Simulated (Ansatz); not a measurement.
Sb (hcp): energy against volume

Theory: Ansatz, DFT, PBE, plane waves (420 eV) with PAW, scalar-relativistic.

The cell is scaled uniformly from the relaxed one, with fractional coordinates and shape fixed. Energies are extrapolated to zero smearing, pressures are those at the given smearing. Magnetic state: spin not included.

A Birch-Murnaghan fit gives V₀ = 27.48 Å³/atom, B₀ = 58 GPa, B₀′ = 4.4.

Question: What are the energy above the minimum and the pressure at 24.123 Å³/atom?

Answer: 94.3 meV/atom and 10.22 GPa as computed.

Question: What are the energy above the minimum and the pressure at 26.316 Å³/atom?

Answer: 9.7 meV/atom and 2.83 GPa as computed.

Question: What are the energy above the minimum and the pressure at 28.509 Å³/atom?

Answer: 6.6 meV/atom and -1.95 GPa as computed.
